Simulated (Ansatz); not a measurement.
# B2H6 on Si (100)

The task, for Si: adsorb B2H6 from several starts and take the binding apart.

Method: DFT PBE+D3(BJ), scalar-relativistic, plane waves, PAW, in Ansatz 0.2.0.

1 further run of the same task is left out (set aside as unsound or not needed).

## Step 1: The starting structure

The structure is orthorhombic, space group Pmm2 (No. 25). Conventional cell: a = 3.834 Å, b = 7.667 Å, c = 26.086 Å, α = 90.00°, β = 90.00°, γ = 90.00°. Si (site symmetry m) is surrounded by 1 Cl at 2.06 Å. Around Si (site symmetry m) lie 4 Si at 2.35 to 2.45 Å. Si (site symmetry mm2) has 4 Si at 2.31 to 2.35 Å as nearest neighbours. Si (site symmetry mm2) is surrounded by 4 Si at 2.35 to 2.39 Å. Si (site symmetry mm2) is surrounded by 4 Si at 2.31 to 2.34 Å. Si (site symmetry mm2) has 4 Si at 2.37 to 2.39 Å as nearest neighbours. Si (site symmetry m) has 4 Si at 2.34 to 2.37 Å as nearest neighbours. Si (site symmetry m) has 1 H at 1.50 Å as nearest neighbours. Only part of the 10 independent sites is listed.

As a file:

```
Si H Cl
1.0
     7.66719    0.00000    0.00000
     0.00000    7.66719    0.00000
     0.00000    0.00000   26.08570
Si H Cl
24 4 4
Direct
  0.40651 0.25000 0.38055
  0.40651 0.75000 0.38055
  0.09349 0.25000 0.38055
  0.09349 0.75000 0.38055
  0.50000 0.50000 0.43251
  0.50000 0.00000 0.43251
  0.00000 0.50000 0.43251
  0.00000 0.00000 0.43251
  0.75000 0.50000 0.48447
  0.75000 0.00000 0.48447
  0.25000 0.50000 0.48447
  0.25000 0.00000 0.48447
  0.75000 0.75000 0.53381
  0.75000 0.25000 0.53381
  0.25000 0.75000 0.53888
  0.25000 0.25000 0.53888
  0.99109 0.75000 0.58874
  0.99109 0.25000 0.58874
  0.50891 0.75000 0.58874
  0.50891 0.25000 0.58874
  0.90734 0.00000 0.63494
  0.90734 0.50000 0.63494
  0.59266 0.00000 0.63494
  0.59266 0.50000 0.63494
  0.97600 0.00000 0.68888
  0.97600 0.50000 0.68888
  0.52400 0.00000 0.68888
  0.52400 0.50000 0.68888
  0.50110 0.25000 0.30649
  0.50110 0.75000 0.30649
  0.99890 0.25000 0.30649
  0.99890 0.75000 0.30649
```

Miller indices refer to the conventional cell of the relaxed bulk, Fd-3m (No. 227): a = 5.422 Å, b = 5.422 Å, c = 5.422 Å, α = 90.00°, β = 90.00°, γ = 90.00°.

It is a (100) slab, 6.8 Å thick as cut, with 16 Å of vacuum, in a 2×2 surface cell; its outer planes are Si (top) and Si (bottom). An earlier relaxation, lower half held, gave -19650.3624 eV, gap on the mesh 0.79 eV, ionisation potential 4.57 eV (top face), 5.53 eV (bottom face), electron affinity 3.78 eV (top face), 4.75 eV (bottom face), dipole along +c 0.315 e·Å per cell.

## Step 2: B2H6, upright, over a hollow (nearest H) site

File input.yaml:

```yaml
crystal:
  lattice:
    - [7.6671877233, 0.0, 0.0]
    - [0.0, 7.6671877233, 0.0]
    - [0.0, 0.0, 31.0057005398]
  atoms:
    - { symbol: Si, position: [0.406511102, 0.25, 0.3201669315] }
    - { symbol: Si, position: [0.406511102, 0.75, 0.3201669315] }
    - { symbol: Si, position: [0.093488898, 0.25, 0.3201669315] }
    - { symbol: Si, position: [0.093488898, 0.75, 0.3201669315] }
    - { symbol: Si, position: [0.5, 0.5, 0.363880832] }
    - { symbol: Si, position: [0.5, 0.0, 0.363880832] }
    - { symbol: Si, position: [0.0, 0.5, 0.363880832] }
    - { symbol: Si, position: [0.0, 0.0, 0.363880832] }
    - { symbol: Si, position: [0.75, 0.5, 0.4075947325] }
    - { symbol: Si, position: [0.75, 0.0, 0.4075947325] }
    - { symbol: Si, position: [0.25, 0.5, 0.4075947325] }
    - { symbol: Si, position: [0.25, 0.0, 0.4075947325] }
    - { symbol: Si, position: [0.75, 0.75, 0.449108091] }
    - { symbol: Si, position: [0.75, 0.25, 0.449108091] }
    - { symbol: Si, position: [0.25, 0.75, 0.4533710168] }
    - { symbol: Si, position: [0.25, 0.25, 0.4533710168] }
    - { symbol: Si, position: [-0.0089148764, 0.75, 0.4953214555] }
    - { symbol: Si, position: [-0.0089148764, 0.25, 0.4953214555] }
    - { symbol: Si, position: [0.5089148764, 0.75, 0.4953214555] }
    - { symbol: Si, position: [0.5089148764, 0.25, 0.4953214555] }
    - { symbol: Si, position: [0.907341698, 0.0, 0.5341889735] }
    - { symbol: Si, position: [0.907341698, 0.5, 0.5341889735] }
    - { symbol: Si, position: [0.592658302, 0.0, 0.5341889735] }
    - { symbol: Si, position: [0.592658302, 0.5, 0.5341889735] }
    - { symbol: H, position: [0.9759954327, 0.0, 0.5795689745] }
    - { symbol: H, position: [0.9759954327, 0.5, 0.5795689745] }
    - { symbol: H, position: [0.5240045673, 0.0, 0.5795689745] }
    - { symbol: H, position: [0.5240045673, 0.5, 0.5795689745] }
    - { symbol: Cl, position: [0.501096017, 0.25, 0.2578552243] }
    - { symbol: Cl, position: [0.501096017, 0.75, 0.2578552243] }
    - { symbol: Cl, position: [-0.001096017, 0.25, 0.2578552243] }
    - { symbol: Cl, position: [-0.001096017, 0.75, 0.2578552243] }
    - { symbol: B, position: [0.3730048323, 0.1928161651, 0.7166405428] }
    - { symbol: B, position: [0.3730048323, 0.1928161651, 0.6598767875] }
    - { symbol: H, position: [0.3191187386, 0.0769198074, 0.6882586651] }
    - { symbol: H, position: [0.4268837501, 0.3087234137, 0.6882586651] }
    - { symbol: H, position: [0.25, 0.25, 0.7353467804] }
    - { symbol: H, position: [0.4960024886, 0.1356432212, 0.7353467804] }
    - { symbol: H, position: [0.25, 0.25, 0.6411705499] }
    - { symbol: H, position: [0.4960024886, 0.1356432212, 0.6411705499] }
basis:
  ecutwfc: 420
kpoints:
  mp_grid: { grid: [2, 2, 1] }
hamiltonian:
  xc: pbe
  dispersion: d3bj
scf:
  occupations: { method: gaussian, width: 0.05 }
output:
  forces: true
  eigenvalues: true
  write_density: true
  write_potential: true
  elf: true
  volumetric_format: npy
relax:
  adjacent_minimum: "off"
  f_tol: 0.04
  max_steps: 100
  constraints: [{ sites: [0, 1, 2, 3, 4, 5, 6, 7, 8, 9, 10, 11] }]
efield:
  axis: 3
  dipole_correction: true
  ramp_width: 0.04
```

Launch:

```
ansatz run input.yaml --threads 4 --pin off --max-ram 10240MiB --backend cpu --events-out ev --progress --plain --runs-dir out
```

The session goes on with these runs: B2H6, tilted, over a hollow (nearest H) site; the lowest end once more, with its density; the slab alone, frozen as in the lowest end; the molecules alone, frozen as adsorbed.

Before running it: what results should come out? Wanted: B2H6: lowest end; interaction of the frozen parts; electrons moved above the midplane.

The runs gave:

| quantity | value |
| --- | --- |
| B2H6: lowest end | E_ads -0.21 eV, upright start over hollow H-H |
| interaction of the frozen parts | -0.21 eV a cell |
| cost of deforming the slab | 0.01 eV |
| cost of deforming and crowding the molecules | 0.00 eV |
| electrons moved above the midplane | -0.003 |

**Reading.** B2H6 binds with 0.21 eV a molecule at best. In all 0.05 electrons are rearranged, and 0.00 cross the midplane towards the slab.
